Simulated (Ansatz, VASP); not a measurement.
**Two plane-wave programs on Ru**

Contents of INCAR:

```
ALGO     = Fast           # electronic algorithm
EDIFF    = 1E-6           # SCF threshold, eV
ENCUT    = 520            # plane-wave cutoff, eV
GGA      = PE             # functional
ISIF     = 2              # what is computed and relaxed
ISMEAR   = 0              # smearing method
LASPH    = T              # aspherical terms in the spheres
LCHARG   = F              # write CHGCAR
LREAL    = F              # projectors in reciprocal space
LWAVE    = F              # write WAVECAR
NBANDS   = 13             # bands
NELM     = 60             # most SCF steps
PREC     = Accurate       # precision mode
SIGMA    = 0.15           # smearing width, eV
```

The input KPOINTS:

```
k-points
0
Gamma
  20 20 20
```

The input POSCAR:

```
Ru
1.0
   -0.0333389707      1.8407874530      1.8407874530
    1.8407874530     -0.0333389707      1.8407874530
    1.8407874530      1.8407874530     -0.0333389707
Ru
1
Direct
    0.0000000000      0.0000000000      0.0000000000
```

Input for Ansatz:

```yaml
crystal:
  lattice:
    - [-0.0333389707, 1.840787453, 1.840787453]
    - [1.840787453, -0.0333389707, 1.840787453]
    - [1.840787453, 1.840787453, -0.0333389707]
  atoms:
    - { symbol: Ru, position: [0.0, 0.0, 0.0] }
basis:
  ecutwfc: 420
kpoints:
  mp_grid: { grid: [20, 20, 20] }
hamiltonian:
  xc: pbe
scf:
  occupations: { method: gaussian, width: 0.15 }
output:
  forces: true
  stress: true
  eigenvalues: true
  write_density: true
  write_potential: true
  elf: true
  volumetric_format: npy
```

Change from the starting cell: equal engineering shear yz, xz and xy -0.0175, equal normal strain along x, y and z -0.0250.

Alike in both runs: task single point; functional PBE; k mesh 20 × 20 × 20; occupations gaussian, width 0.15 eV; no spin polarisation.

```csv
,VASP,Ansatz
version,VASP 6.6.1,Ansatz 0.2.0
potentials or method,"VASP PAW PBE potentials, release 64 (Ru_pv)","scalar-relativistic, plane waves, PAW"
plane-wave cutoff (eV),520,420
valence electrons in the cell,14,16
```

|  | VASP | Ansatz | Ansatz less VASP |
| --- | --- | --- | --- |
| gap on the k mesh at the Fermi level (eV) | none | none | - |
| pressure (GPa) | 28.7 | 28.7 | -0.08 |
| largest component of the traceless stress (GPa) | 5.63 | 5.63 | -0.002 |

A gap of «none» marks a metal or a gap that the smearing closes. The two sets of potentials don't hold the same shells in valence.

Caveats: so large a pressure means that the cell lies far from this level's equilibrium, or that cutoff or potentials fall short (VASP).
